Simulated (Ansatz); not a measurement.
**Fe3Ge under changes of volume**

One of the cells (11.889 Å³/atom); the others are scaled copies at fixed shape and fractional positions:

```
CELL_PARAMETERS angstrom
0.00000 2.87559 2.87559
2.87559 0.00000 2.87559
2.87559 2.87559 0.00000
ATOMIC_POSITIONS crystal
Ge 0.00000 0.00000 0.00000
Fe 0.75000 0.75000 0.75000
Fe 0.25000 0.25000 0.25000
Fe 0.50000 0.50000 0.50000
```

The cell comes from a database or a generator and needn't be the stable form of this composition.

```yaml
Program: Ansatz 0.2.0
Functional: LDA
Potentials_or_basis: Ansatz PAW
Cutoff: "420 eV (not typed: the program's choice for these potentials)"
k_mesh: 8 × 8 × 8
Occupations: fermi-dirac, width 0.05 eV
Spin: collinear spin, ferromagnetic start
Starting_moments: "[0.0, 3.0, 3.0, 3.0] μB"
```

```tsv
volume (Å³/atom)	energy over the lowest point (meV/atom)	pressure (GPa)	moment (μB per cell)
11.176	0.00	-8.0	4.96
11.414	14.96	-12.2	5.02
11.651	36.15	-16.0	5.09
11.889	62.75	-19.2	5.18
12.127	93.69	-21.5	5.40
12.365	126.71	-23.1	5.74
12.602	?	?	?
```

What does the run at 12.602 Å³/atom give?

Energy over the lowest point 161.84 meV/atom; pressure -24.7 GPa; moment 5.97 μB per cell.

Worked out: A Birch-Murnaghan fit of order 3 (a polynomial in V^(-2/3)) to the other rows has its minimum at 10.91 Å³/atom, just outside them, with B0 = V·E''(V) = 340 GPa (rough, since the energies scatter). It gives 161.74 meV/atom at 12.602 Å³/atom, against the run's 161.84, and -dE/dV = -24.1 GPa, against -24.7. A parabola through the other rows of the moment, of slope 1.67 μB per Å³/atom there, extrapolates to 6.08 μB, against the run's 5.97.

Energies are extrapolated to zero smearing.

Caveats: the PAW data sets come from PBE, with cores solved anew for the run's functional, which leaves a small shift of forces and pressure.
